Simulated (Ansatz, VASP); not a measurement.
# Si10SbH (Si(111)-(1x1)-Sb, top site, H below): VASP beside Ansatz, part 2 of 3

Wanted: the spread between two codes on one cell, functional and k mesh. Of the first pair: The cell is taken from a series of runs on this material, whose earlier steps may have relaxed, scaled, displaced or heated it; both programs get it as it stands.

VASP 6.6.1 and Ansatz 0.2.0.

So far: Starting point; VASP: single point, PBEsol, pair 1.

**3. Ansatz: single point, PBEsol, pair 1**

Level of this step: Ansatz beside VASP: Kohn-Sham DFT, plane waves, PBEsol (Ansatz).

Ansatz runs on its default PAW (the set named soft_2) files.

The same cell, functional, mesh and smearing now go to Ansatz, which takes its cutoff from its data sets.

The input, input.yaml:

```yaml
crystal:
  lattice:
    - [3.8395898233, 0.0, 0.0]
    - [-1.9197949117, 3.3251823271, 0.0]
    - [0.0, 0.0, 35.3238008372]
  atoms:
    - { symbol: H, position: [0.0, 0.0, 0.2545809706] }
    - { symbol: Si, position: [0.0, 0.0, 0.2972500057] }
    - { symbol: Si, position: [0.6666666667, 0.3333333333, 0.3194376801] }
    - { symbol: Si, position: [0.6666666667, 0.3333333333, 0.3860007032] }
    - { symbol: Si, position: [0.3333333333, 0.6666666667, 0.4081883775] }
    - { symbol: Si, position: [0.3333333333, 0.6666666667, 0.4747614562] }
    - { symbol: Si, position: [0.0, 0.0, 0.4970095477] }
    - { symbol: Si, position: [0.0, 0.0, 0.563594129] }
    - { symbol: Si, position: [0.6666666667, 0.3333333333, 0.5858239693] }
    - { symbol: Si, position: [0.6666666667, 0.3333333333, 0.6525295885] }
    - { symbol: Si, position: [0.3333333333, 0.6666666667, 0.675210759] }
    - { symbol: Sb, position: [0.3333333333, 0.6666666667, 0.7476065872] }
kpoints:
  mp_grid: { grid: [12, 12, 1] }
  band_path:
    path: [[0, 0, 0], [0.5, 0, 0], [0.33333333, 0.33333333, 0], [0, 0, 0]]
    npoints: 24
hamiltonian:
  xc: pbesol
scf:
  occupations: { method: fermi_dirac, width: 0.05 }
  convergence: { dr2_threshold: 1.0e-09 }
efield:
  axis: 3
  dipole_correction: true
  ramp_position: 0.97
  ramp_width: 0.06
output:
  fatbands: true
  dos: { projected: true, e_range: [-8, 5] }
  write_potential: true
  write_density: true
  volumetric_format: npy
  elf: true
```

Started as:

```bash
ansatz run input.yaml --threads 4 --pin off --max-ram 6144MiB --backend cpu --events-out ev --progress --plain --runs-dir out
```

Numbers of over 12 decimals in the logs are rounded to 6 here.

Log:

```text
Engine: ansatz 0.2.0, aarch64-unknown-linux-gnu
Pseudopotentials: kind: paw
Pseudopotential: H, paw, valence charge 1, recommended cutoff 420 eV (normal), H.paw.azcp
Pseudopotential: Si, paw, valence charge 4, recommended cutoff 420 eV (normal), Si.paw.azcp
Pseudopotential: Sb, paw, valence charge 15, recommended cutoff 420 eV (normal), Sb.paw.azcp
Functional definition: PBEsol
  exchange = pbesol_x
  correlation = pbesol_c
Crystal: 12 atoms, lattice volume = 450.991 Å³
Basis set: ecut = 420 eV, 8783 PW (Γ)
Bands: 40, of which v1, the nominal top of the filled ones, is band 28 counted from 1 (27 counted from 0)
Symmetry: 6 space group operations
Space group: P3m1 (ITA 156), of the structure as read, at distance tolerance 7.7e-5 Å
k-points: 19 of 144 (time reversal used)
Non-local potential: H, projectors of the file, l = 0: 2, l = 1: 1
Non-local potential: Si, projectors of the file, l = 0: 2, l = 1: 2, l = 2: 2
Non-local potential: Sb, projectors of the file, l = 0: 2, l = 1: 2, l = 2: 2, l = 3: 2
PAW form: soft (Blöchl's): semilocal exchange-correlation on the pseudo side does not see the compensation charge
PAW frozen core: Si, regenerated for the run's functional, and the local potential with it (the file was generated under x = pbe(κ = 0.804, μ = 0.219515), c = pbe(β = 0.066725))
PAW frozen core: Sb, regenerated for the run's functional, and the local potential with it (the file was generated under x = pbe(κ = 0.804, μ = 0.219515), c = pbe(β = 0.066725))
PAW one-centre angular grid: H, 110 points (default); XC on 64 Gauss nodes
PAW one-centre angular grid: Si, 110 points (default); XC on 64 Gauss nodes
PAW one-centre angular grid: Sb, 590 points (default); XC on 64 Gauss nodes
Initial density: superposition of atomic densities (neutral atoms: chi_scale 0, normalization atom), corrected by the library's trained network
Initial wavefunctions: pseudopotential atomic-orbital guess
Functional: x = pbesol(κ = 0.804, μ = 0.123457), c = pbesol(β = 0.046)
SCF iter   1: F=—  HF=-12637.777989 eV  |F-HF|=—  |Δ(HF+E_count)|=         —  Δρ=2.45e-3  dr2=1.19e-1  ethr=1.77e-3  p=-0.061 e·Å  D=-2.46e-2 V/Å  ΔV_dip=0.87 eV  dr2_dipole=8.22e-2  V_vac-E_F(+/−)=4.73/3.86 eV  ⟨swp⟩=10.7  Hψ=4579  notcnv=0  defer=19
efield: sawtooth ramp at fractional position 0.9700 (set: `efield.ramp_position`, or a place that a band, a saddle search or an elastic batch's reference lends), width 0.0600; the density the first Hamiltonian is built on has a dipole p = -0.061 e·Å; the dipole correction subtracts the counter field D = -2.46e-2 V/Å, which shifts the + side's vacuum level by +0.87 eV against the − side's; the planar-averaged density in the ramp window peaks in size at 3.2e-6 e/Å³
preconditioner: auto → LDOS  [metal: Δε(μ)=0.114 eV  Ē_g=7.737 eV  σ=0.050 eV  W_gap=0.48  n_scr=50 (ndim 8)  ℏωp=11.9 eV  f_vac=0.429  D(μ)=1.32/eV (n_scr^D=8)  β→1.0]
SCF iter   2: F=—  HF=-12638.583343 eV  |F-HF|=—  |Δ(HF+E_count)|=   8.05e-1  Δρ=9.46e-3  dr2=2.38e1  ethr=2.13e-4  p=0.221 e·Å  D=8.86e-2 V/Å  ΔV_dip=-3.13 eV  dr2_dipole=2.09e1  V_vac-E_F(+/−)=3.72/6.85 eV  ⟨swp⟩=5.2  Hψ=1940  notcnv=0  defer=75  recentre
SCF iter   3: F=—  HF=-12637.770769 eV  |F-HF|=—  |Δ(HF+E_count)|=   8.13e-1  Δρ=2.04e-3  dr2=9.34e-2  ethr=2.13e-4  p=-0.052 e·Å  D=-2.07e-2 V/Å  ΔV_dip=0.73 eV  dr2_dipole=7.21e-2  V_vac-E_F(+/−)=4.69/3.96 eV  ⟨swp⟩=3.9  Hψ=1949  notcnv=0  defer=70
SCF iter   4: F=—  HF=-12637.768404 eV  |F-HF|=—  |Δ(HF+E_count)|=   2.37e-3  Δρ=1.46e-3  dr2=7.53e-2  ethr=1.67e-4  p=-0.042 e·Å  D=-1.70e-2 V/Å  ΔV_dip=0.60 eV  dr2_dipole=4.76e-2  V_vac-E_F(+/−)=4.62/4.02 eV  ⟨swp⟩=1.3  Hψ=824  notcnv=0  defer=69
SCF iter   5: F=—  HF=-12637.757402 eV  |F-HF|=—  |Δ(HF+E_count)|=   1.10e-2  Δρ=5.60e-4  dr2=1.48e-2  ethr=1.35e-4  p=-0.013 e·Å  D=-5.09e-3 V/Å  ΔV_dip=0.18 eV  dr2_dipole=1.13e-2  V_vac-E_F(+/−)=4.54/4.36 eV  ⟨swp⟩=2.2  Hψ=977  notcnv=0  defer=69
SCF iter   6: F=—  HF=-12637.756274 eV  |F-HF|=—  |Δ(HF+E_count)|=   1.13e-3  Δρ=3.39e-4  dr2=6.48e-3  ethr=2.64e-5  p=-0.005 e·Å  D=-2.15e-3 V/Å  ΔV_dip=0.08 eV  dr2_dipole=4.62e-3  V_vac-E_F(+/−)=4.53/4.45 eV  ⟨swp⟩=1.0  Hψ=726  notcnv=0  defer=69
SCF iter   7: F=—  HF=-12637.755647 eV  |F-HF|=—  |Δ(HF+E_count)|=   6.26e-4  Δρ=1.60e-4  dr2=2.55e-3  ethr=1.16e-5  p=-0.003 e·Å  D=-1.05e-3 V/Å  ΔV_dip=0.04 eV  dr2_dipole=1.92e-3  V_vac-E_F(+/−)=4.54/4.51 eV  ⟨swp⟩=1.5  Hψ=840  notcnv=0  defer=69
SCF iter   8: F=—  HF=-12637.755516 eV  |F-HF|=—  |Δ(HF+E_count)|=   1.31e-4  Δρ=1.04e-4  dr2=1.50e-3  ethr=4.55e-6  p=-0.001 e·Å  D=-3.21e-4 V/Å  ΔV_dip=0.01 eV  dr2_dipole=1.06e-3  V_vac-E_F(+/−)=4.54/4.53 eV  ⟨swp⟩=1.3  Hψ=794  notcnv=0  defer=71
SCF iter   9: F=—  HF=-12637.755426 eV  |F-HF|=—  |Δ(HF+E_count)|=   9.05e-5  Δρ=7.05e-5  dr2=7.24e-4  ethr=2.67e-6  p=-0.000 e·Å  D=-1.62e-4 V/Å  ΔV_dip=0.01 eV  dr2_dipole=6.15e-4  V_vac-E_F(+/−)=4.55/4.54 eV  ⟨swp⟩=1.1  Hψ=680  notcnv=0  defer=71
SCF iter  10: F=—  HF=-12637.755341 eV  |F-HF|=—  |Δ(HF+E_count)|=   8.44e-5  Δρ=3.31e-5  dr2=2.02e-5  ethr=1.29e-6  p=0.002 e·Å  D=9.26e-4 V/Å  ΔV_dip=-0.03 eV  dr2_dipole=7.31e-6  V_vac-E_F(+/−)=4.55/4.59 eV  ⟨swp⟩=1.5  Hψ=744  notcnv=0  defer=74
SCF iter  11: F=—  HF=-12637.755343 eV  |F-HF|=—  |Δ(HF+E_count)|=   2.02e-6  Δρ=1.18e-5  dr2=2.61e-6  ethr=3.61e-8  p=0.002 e·Å  D=8.66e-4 V/Å  ΔV_dip=-0.03 eV  dr2_dipole=4.96e-7  V_vac-E_F(+/−)=4.55/4.58 eV  ⟨swp⟩=1.9  Hψ=982  notcnv=0  defer=74
SCF iter  12: F=—  HF=-12637.755374 eV  |F-HF|=—  |Δ(HF+E_count)|=   3.10e-5  Δρ=6.59e-6  dr2=9.94e-7  ethr=4.66e-9  p=0.002 e·Å  D=8.87e-4 V/Å  ΔV_dip=-0.03 eV  dr2_dipole=1.29e-7  V_vac-E_F(+/−)=4.55/4.58 eV  ⟨swp⟩=2.1  Hψ=954  notcnv=0  defer=79
SCF iter  13: F=—  HF=-12637.755374 eV  |F-HF|=—  |Δ(HF+E_count)|=   6.84e-9  Δρ=2.97e-6  dr2=2.21e-7  ethr=1.78e-9  p=0.002 e·Å  D=8.96e-4 V/Å  ΔV_dip=-0.03 eV  dr2_dipole=4.63e-8  V_vac-E_F(+/−)=4.55/4.58 eV  ⟨swp⟩=2.0  Hψ=912  notcnv=0  defer=79
SCF iter  14: F=—  HF=-12637.755374 eV  |F-HF|=—  |Δ(HF+E_count)|=   5.75e-9  Δρ=1.81e-6  dr2=3.41e-8  ethr=3.95e-10  p=0.002 e·Å  D=9.24e-4 V/Å  ΔV_dip=-0.03 eV  dr2_dipole=3.19e-9  V_vac-E_F(+/−)=4.55/4.58 eV  ⟨swp⟩=2.0  Hψ=886  notcnv=0  defer=79
SCF iter  15: F=—  HF=-12637.755374 eV  |F-HF|=—  |Δ(HF+E_count)|=   1.34e-8  Δρ=8.54e-7  dr2=3.92e-9  ethr=6.08e-11  p=0.002 e·Å  D=9.21e-4 V/Å  ΔV_dip=-0.03 eV  dr2_dipole=6.40e-11  V_vac-E_F(+/−)=4.55/4.58 eV  ⟨swp⟩=2.1  Hψ=918  notcnv=0  defer=79
SCF iter  16: F=-12637.755375 eV  HF=-12637.755375 eV  |F-HF|=1.35e-10  |Δ(HF+E_count)|=   4.41e-9  Δρ=2.64e-7  dr2=4.93e-10  ethr=1.79e-12  p=0.002 e·Å  D=9.21e-4 V/Å  ΔV_dip=-0.03 eV  dr2_dipole=2.51e-11  V_vac-E_F(+/−)=4.55/4.58 eV  ⟨swp⟩=13.1  Hψ=3196  notcnv=0
SCF 1 converged in 16 iterations: F = -12637.755375 eV  dr2 = 4.93e-10
  greatest PAW one-centre occupation: 0.996 electrons in one spin orbital (limit 2), on the Sb atom at site 11 (counted from 0), in its partial waves of l = 2
NSCF: frozen V_eff on 73 k-points
efield: sawtooth ramp at fractional position 0.9700 (kept from the solve that this one continues, or follows in the run), width 0.0600; the density the first Hamiltonian is built on has a dipole p = 0.002 e·Å; the dipole correction subtracts the counter field D = 9.21e-4 V/Å, which shifts the + side's vacuum level by -0.03 eV against the − side's; the planar-averaged density in the ramp window peaks in size at 1.0e-6 e/Å³
WARN: The output density's exchange-correlation potential varies sharply where the density is thin. Do not read a vacuum level from v_tot or v_xc, or from such a field of the output density. On a cell that repeats whose density bears no net charge and no dipole along the vacuum's axis use v_es (v_loc + v_h of the components); under efield.dipole_correction with no amplitude use v_es + v_field, which holds any externa [...]
SCF converged after 16 iterations
Free energy (F): -12637.755375 eV
Harris-Foulkes:  -12637.755375 eV  (|F-HF|=1.35e-10)
Internal energy: -12637.744456 eV  (E = F + TS)
E sigma→0 (E₀):  -12637.749915 eV
Entropy (-TS):   -0.010919 eV (-0.910 meV/atom)
Fermi energy:    1.182469 eV
Dipole field:    D = 0.000917 V/Å  (p = 0.002284 e·Å, saw-weighted, corrected)
Work function:   Φ+ = 4.5497 eV   Φ− = 4.5821 eV
Levels:          The Fermi level and band energies are counted from a zero that moves with the ramp; work functions are not
--- Per-component energies (eV) ---
  E_band       = -452.262521
  E_kinetic    = 619.273941
  E_local      = -27831.009518  (includes V_loc(G=0)·N_el)
  E_nonlocal   = 625.233809
  E_hartree    = 13612.421162
  E_xc         = -690.240115
  E_vxc        = -572.530617  (∫ρ·V_xc dr)
  E_paw        = -9488.768551  (= ΣΔE_a)
  E_vpaw       = -517.977640  (= ΣTr[D̂ρ^β])
  E_aug_tail   = -0.001127  (compensation charges beyond the density's cutoff)
  E_efield     = 0.000001  (sawtooth field / dipole correction)
  E_vefield    = -0.094143  (∫n·V_field dr)
  E_ewald      = 10514.698479
  E_core_change = 0.647464  (= ΣΔE_core)
  E_smearing   = -0.010919  (= −TS)
  E_closure    = -0.000000  (closes the sum)
  Σ components = -12637.755375   (vs F -12637.755375, Δ=0.00e0)
--- Band table (eV; the first three rows and the last of 19) ---
  k-point 0: bands = [... 24 lower, 0.8092, 1.0772, 1.0772, 2.7168, 2.9045, 3.1674, 3.4195, 3.4195, ... 8 higher]
  k-point 1: bands = [... 24 lower, 0.5255, 0.6896, 0.9786, 2.9346, 3.2274, 3.3928, 3.3964, 3.4595, ... 8 higher]
  k-point 2: bands = [... 24 lower, 0.3366, 0.3783, 0.7046, 1.8992, 2.9495, 3.1524, 3.2064, 3.3493, ... 8 higher]
  k-point 18: bands = [... 24 lower, -1.2894, -1.2277, -0.6364, -0.3622, -0.1834, 3.0290, 3.0707, 3.1798, ... 8 higher]
```

Reading the cycles: dr2 is the Hartree energy of the density residual (eV), the measure of convergence; HF is the Harris–Foulkes estimate of the energy, which meets the free energy F at convergence.

**4. Comparison**

Known differences besides the potentials themselves: the data sets hold 56 valence electrons in Ansatz (on its default PAW (the set named soft_2) files) and 46 in VASP; the cutoff is 420 eV in Ansatz and 400 eV in VASP; Ansatz makes its cores anew for this functional, VASP keeps those of its PBE data sets. Total energies have different zeros and are not compared.

Compared:

```csv
quantity,Ansatz,VASP,difference
"work function, lower of the two faces (eV)",4.55,4.58,-0.03
"work function, higher of the two faces (eV)",4.58,4.76,-0.18
```

VASP's last cycles still show a density residual of 2e-02, so its state may not be settled. With vacuum in the cell, a pressure given here is an average over mostly empty space and none of the material.

**5. Ansatz: relaxation, PBEsol**

The two programs are compared at the cell with which this relaxation starts, whose forces are those of its first step.

The structure compared here is the start of the Ansatz relaxation; VASP solves that cell, so the two are compared at the walk's first step.

The input, input.yaml:

```yaml
crystal:
  lattice:
    - [3.83958982, 0.0, 0.0]
    - [-1.91979491, 3.32518233, 0.0]
    - [0.0, 0.0, 35.3238008372]
  atoms:
    - { symbol: H, position: [0.0, 0.0, 0.2547857192] }
    - { symbol: Si, position: [0.0, 0.0, 0.2972500057] }
    - { symbol: Si, position: [0.66666667, 0.33333333, 0.3194376801] }
    - { symbol: Si, position: [0.66666667, 0.33333333, 0.3860007032] }
    - { symbol: Si, position: [0.33333333, 0.66666667, 0.4081883775] }
    - { symbol: Si, position: [0.33333333, 0.66666667, 0.4747514006] }
    - { symbol: Si, position: [0.0, 0.0, 0.496939075] }
    - { symbol: Si, position: [0.0, 0.0, 0.5635020981] }
    - { symbol: Si, position: [0.66666667, 0.33333333, 0.5856897725] }
    - { symbol: Si, position: [0.66666667, 0.33333333, 0.6522527956] }
    - { symbol: Si, position: [0.33333333, 0.66666667, 0.67444047] }
    - { symbol: Sb, position: [0.33333333, 0.66666667, 0.7452142808] }
kpoints:
  mp_grid: { grid: [12, 12, 1] }
hamiltonian:
  xc: pbesol
scf:
  occupations: { method: fermi_dirac, width: 0.1 }
  convergence: { dr2_threshold: 1.0e-08 }
efield:
  axis: 3
  dipole_correction: true
  ramp_position: 0.97
  ramp_width: 0.06
relax:
  f_tol: 0.01
  max_steps: 60
  constraints: [{ sites: [1, 2, 3, 4] }]
output:
  write_potential: true
  write_density: true
  volumetric_format: npy
```

Log:

```text
[...]
Crystal: 12 atoms, lattice volume = 450.991 Å³
Basis set: ecut = 420 eV, 8783 PW (Γ), exchange–correlation on 54×54×480 points (8 copies of the dense FFT grid, shifted against one another)
Bands: 40, of which v1, the nominal top of the filled ones, is band 28 counted from 1 (27 counted from 0)
Symmetry: 6 space group operations
[...]
- { symbol: Si, position: [0.333333, 0.666667, 0.474761] }
    - { symbol: Si, position: [0, 0, 0.497010] }
    - { symbol: Si, position: [0, 0, 0.563594] }
    - { symbol: Si, position: [0.666667, 0.333333, 0.585824] }
    - { symbol: Si, position: [0.666667, 0.333333, 0.652530] }
    - { symbol: Si, position: [0.333333, 0.666667, 0.675211] }
    - { symbol: Sb, position: [0.333333, 0.666667, 0.747607] }
[key lines of the parts left out:]
SCF converged after 6 iterations
Free energy (F): -12637.769492 eV
Fermi energy:    1.210855 eV
Dipole field:    D = -0.000962 V/Å  (p = -0.002398 e·Å, saw-weighted, corrected)
Work function:   Φ+ = 4.5583 eV   Φ− = 4.5243 eV
```

**6. VASP: single point, PBEsol, start cell, pair 2**

The same cell, functional, mesh and smearing now go to VASP, with its own data sets.

The input, INCAR:

```
SYSTEM = Si10SbH
PREC = Accurate
ENCUT = 400
EDIFF = 1E-06
NELM = 120
ISMEAR = -1
SIGMA = 0.1
LREAL = .FALSE.
ALGO = Normal
GGA = PS
NBANDS = 35
LORBIT = 11
LWAVE = .FALSE.
LCHARG = .FALSE.
ISIF = 2
LDIPOL = .TRUE.
IDIPOL = 3
DIPOL = 0.5 0.5 0.486
LVHAR = .TRUE.
LASPH = .TRUE.
GGA_COMPAT = .FALSE.
NELMDL = -8
KPAR = 2
```

The input, POSCAR:

```
Si10SbH
1.0
    3.8395898200      0.0000000000      0.0000000000
   -1.9197949100      3.3251823300      0.0000000000
    0.0000000000      0.0000000000     35.3238008372
H Si Sb
1 10 1
Direct
    0.0000000000      0.0000000000      0.2547857192
    0.0000000000      0.0000000000      0.2972500057
    0.6666666667      0.3333333333      0.3194376803
    0.6666666667      0.3333333333      0.3860007043
    0.3333333333      0.6666666667      0.4081883789
    0.3333333333      0.6666666667      0.4747514028
    0.0000000000      0.0000000000      0.4969390774
    0.0000000000      0.0000000000      0.5635021014
    0.6666666667      0.3333333333      0.5856897760
    0.6666666667      0.3333333333      0.6522527999
    0.3333333333      0.6666666667      0.6744404746
    0.3333333333      0.6666666667      0.7452142854
```

The input, KPOINTS:

```
Automatic mesh
0
Gamma
12 12 1
0 0 0
```

The projector-augmented-wave data sets are H, Si and Sb (PBE family, release 64).

Started as:

```bash
mpirun -np 2 vasp_std
```

Log:

```text
[banner, memory and clock lines left out]
running    2 mpi-ranks, on    1 nodes
[...]
[... a notice as in an earlier step ...]

 LDA part: xc-table for (Slater+PW92), standard interpolation
 POSCAR, INCAR and KPOINTS ok, starting setup
[...]
entering main loop
       N       E                     dE             d eps       ncg     rms          rms(c)
DAV:   1     0.169671522920E+03    0.16967E+03   -0.13480E+04  1330   0.806E+02
DAV:   2    -0.495846943350E+02   -0.21926E+03   -0.20773E+03  1801   0.162E+02
DAV:   3    -0.654941855245E+02   -0.15909E+02   -0.15612E+02  1541   0.437E+01
DAV:   4    -0.661149026276E+02   -0.62072E+00   -0.61813E+00  2068   0.101E+01
[...]
DAV:  28    -0.644009577692E+02   -0.58874E-04   -0.44850E-04  1689   0.843E-02    0.101E-01
DAV:  29    -0.644009599912E+02   -0.22219E-05   -0.58386E-05  1652   0.295E-02    0.921E-02
DAV:  30    -0.644009593513E+02    0.63984E-06   -0.15446E-06  1241   0.598E-03
   1 F= -.64400959E+02 E0= -.64383422E+02  d E =-.350751E-01
```

From OUTCAR (step 6):

```text
  Total       -2.5203761     -2.5203762      2.0050015      0.0000000      0.0000000      0.0000000
  in kB       -8.9538171     -8.9538171      7.1229118      0.0000000      0.0000000      0.0000000
  external PRESSURE =      -3.5949075 kB  Pullay stress =       0.0000000 kB

 POSITION                                       TOTAL-FORCE (eV/Angst)
 -----------------------------------------------------------------------------------
      0.00000      0.00000      9.00000         0.000000      0.000000     -0.131028
      0.00000      0.00000     10.50000         0.000000      0.000000      0.283741
      1.91979      1.10839     11.28375        -0.000000     -0.000000     -0.129079
      1.91979      1.10839     13.63501        -0.000000      0.000000     -0.053447
     -0.00000      2.21679     14.41877         0.000000      0.000000      0.016028
     -0.00000      2.21679     16.77002        -0.000000      0.000000     -0.011015
      0.00000      0.00000     17.55378        -0.000000      0.000000      0.006979
      0.00000      0.00000     19.90504        -0.000000      0.000000     -0.009348
      1.91979      1.10839     20.68879         0.000000      0.000000     -0.047012
      1.91979      1.10839     23.04005         0.000000      0.000000     -0.143156
     -0.00000      2.21679     23.82380         0.000000     -0.000000     -0.364242
     -0.00000      2.21679     26.32380         0.000000      0.000000      0.581580
 -----------------------------------------------------------------------------------
    total drift:                               -0.000000      0.000000      0.001634

  FREE ENERGIE OF THE ION-ELECTRON SYSTEM (eV)
  ---------------------------------------------------
  free  energy   TOTEN  =       -64.4009593513 eV

  energy  without entropy=      -64.3658842475  energy(sigma->0) =      -64.38342180

[... 1 part as in an earlier step ...]

[... 2 further parts left out ...]
[key lines of the parts left out:]
E-fermi :   0.8201
```

**7. Side by side**

What differs besides the data sets and the points named for the pairs above, as far as they apply: the data sets hold 56 valence electrons in Ansatz (on its default PAW (the set named soft_2) files) and 46 in VASP. Total energies have different zeros and are not compared.

Forces on 7 of the 12 atoms, those with the largest forces and the largest differences (eV/Å; atoms numbered as in POSCAR):

```csv
atom,"Ansatz x, y, z","VASP x, y, z"
H1,"0.000, 0.000, -0.116","0.000, 0.000, -0.131"
Si2,"0.000, 0.000, 0.282","0.000, 0.000, 0.284"
Si3,"0.000, 0.000, -0.132","0.000, 0.000, -0.129"
Si4,"0.000, 0.000, -0.055","0.000, 0.000, -0.053"
Si10,"0.000, 0.000, -0.143","0.000, 0.000, -0.143"
Si11,"0.000, 0.000, -0.309","0.000, 0.000, -0.364"
Sb12,"0.000, 0.000, 0.516","0.000, 0.000, 0.582"
```

The forces differ by 15 meV/Å r.m.s., which is 11.2 % of the r.m.s. force of 0.130 eV/Å (both taken over all components). VASP's last cycles still show a density residual of 9e-03, so its state may not be settled. With vacuum in the cell, a pressure given here is an average over mostly empty space and none of the material.

**8. What the set-up changes**

Further runs change the set-up of one program: Ansatz's method, potentials or start, or VASP's data sets, cutoff or form of LDA. The table gives that difference for each run.

```csv
run,r.m.s. force difference (meV/Å)
as above,15
"VASP with the data sets H, Si and Sb_d_GW",2.3
```

(Part 2 of 3 ends here.)

[Lines on the potential files, build, host, timing and source positions are cut from VASP's logs without a mark.]

[Logs are printed without paths, hosts, clocks, repeated set-up lines and the standing remarks that a program may print on its own settings, such as how far it seeks lower states.]

[Hosts, paths, dates, database ids (printed as entryN), source tags and the programs' standing remarks are cut or masked in the printed files.]
